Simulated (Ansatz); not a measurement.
What strain does to NaCl (Fm-3m)

A 2-atom cell of NaCl started from a crystallographic database, relaxed with r2SCAN in the PAW code Ansatz. It is cubic, Fm-3m (No. 225); conventional cell a = 5.605 Å, 22.02 Å³ an atom. Around Na lie 6 Cl at 2.80 Å; around Cl lie 6 Na at 2.80 Å.

The axes x, y and z are those of this cell:
```
CELL_PARAMETERS angstrom
0.00000 2.80273 2.80273
2.80273 0.00000 2.80273
2.80273 2.80273 0.00000
ATOMIC_POSITIONS crystal
Na 0.00000 0.00000 0.00000
Cl 0.50000 0.50000 0.50000
```

Unstrained: PBE gives a direct gap of 5.179 eV at Γ. With r2SCAN the gap is 5.975 eV and direct, at Γ. The HSE06 gap is direct at Γ: 6.559 eV. Meshes: PBE 8×8×8, r2SCAN 8×8×8, HSE06 6×6×6. Strains are changes of length per length. After each strain the atoms were relaxed again with r2SCAN within the symmetry that the strain leaves, so tilts or polar shifts that break it weren't tested; points keep the names that they have in the unstrained zone. Calculated for a static, non-magnetic cell.

Changes of the least gap in eV (an overlap counts as a negative gap):

| strain | volume change (%) | space group | PBE | r2SCAN | HSE06 | energy rise, r2SCAN (meV/atom) |
| --- | --- | --- | --- | --- | --- | --- |
| biaxial +4.15 % in x and y, z held | +8.5 | I4/mmm | -0.315 | -0.337 | -0.341 | 13.8 |
| uniaxial -0.66 % along y | -0.7 | I4/mmm | +0.025 | +0.027 | +0.026 | 0.2 |

Biaxial +4.15 % in x and y, z held. HSE06: the gap goes from 6.559 to 6.218 eV (-0.341 eV); with r2SCAN the top three valence levels at Γ, degenerate before, become 2+1 from the top over 39 meV. Stress change with r2SCAN, compression positive: xx -2.20, yy -2.20, zz -0.88 GPa.

Uniaxial -0.66 % along y, other directions held. HSE06: the gap goes from 6.559 to 6.585 eV (+0.026 eV). Stress change with r2SCAN, compression positive: xx +0.08, yy +0.41, zz +0.08 GPa.

The meshes of the hybrids are coarse, so their gaps aren't converged to the digits shown.

The splittings at Γ are without spin-orbit coupling, which regroups them where it is of like size or larger.
